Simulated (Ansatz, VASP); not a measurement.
ZnS in VASP and in Ansatz

Contents of INCAR:

```
PREC = Accurate
ENCUT = 520
EDIFF = 1E-8
ISMEAR = -1
SIGMA = 0.01
LREAL = False
LASPH = True
NELM = 60
ALGO = Normal
ISIF = 2
LWAVE = False
LCHARG = False
GGA = PE
LEFG = True
NBANDS = 16
```

File KPOINTS:

```
Automatic mesh
0
Gamma
  8 8 8
```

The input POSCAR:

```
ZnS
1.0
    0.0000000000      2.7046500000      2.7046500000
    2.7046500000      0.0000000000      2.7046500000
    2.7046500000      2.7046500000      0.0000000000
Zn S
1 1
Direct
    0.0000000000      0.0000000000      0.0000000000
    0.7500000000      0.7500000000      0.7500000000
```

Input for Ansatz:

```yaml
crystal:
  lattice:
    - [0.0, 2.70465, 2.70465]
    - [2.70465, 0.0, 2.70465]
    - [2.70465, 2.70465, 0.0]
  atoms:
    - { symbol: Zn, position: [0.0, 0.0, 0.0] }
    - { symbol: S, position: [0.75, 0.75, 0.75] }
kpoints:
  mp_grid: { grid: [8, 8, 8] }
  band_path:
    path:
      - [0.0, 0.0, 0.0]
      - [-0.5, -0.5, 0.0]
      - [-0.375, -0.375, 0.25]
      - [-0.375, 0.0, 0.375]
      - [0.0, 0.0, 0.0]
      - [0.0, 0.0, 0.5]
      - [-0.5, -0.25, 0.25]
      - [-0.5, -0.5, 0.0]
    npoints: 14
scf:
  occupations: { method: fermi_dirac, width: 0.01 }
hamiltonian:
  xc: pbe
  pseudopotentials: { kind: paw }
output:
  forces: true
  stress: true
  eigenvalues: true
  efg: { contact_densities: true }
  populations: true
  bader: true
  dos: { projected: true, de: 0.2, e_range: [-14, 8] }
  write_density: true
  write_potential: true
  elf: true
  volumetric_format: npy
```

Alike in both runs: task electric field gradients; functional PBE; k mesh 8 × 8 × 8; occupations fermi-dirac, width 0.01 eV; no spin polarisation.

|  | VASP | Ansatz |
| --- | --- | --- |
| version | VASP 6.6.1 | Ansatz 0.2.0 |
| potentials or method | VASP PAW PBE potentials, release 64 (Zn, S) | PAW with Ansatz's default frozen-core files, scalar-relativistic |
| plane-wave cutoff (eV) | 520 | 420 |
| valence electrons in the cell | 18 | 18 |

```csv
,VASP,Ansatz,Ansatz less VASP
gap on the k mesh at the Fermi level (eV),2.10,2.10,-0.005
pressure (GPa),1.5,1.4,-0.16
Vzz of the field gradient on the site that differs most (V/Å²),0.0,0.0,+0.01
```

With one functional, cell and mesh, what is left measures potentials, basis and numerics.

A hybrid or GW would open this gap; PBE tends to underestimate it.
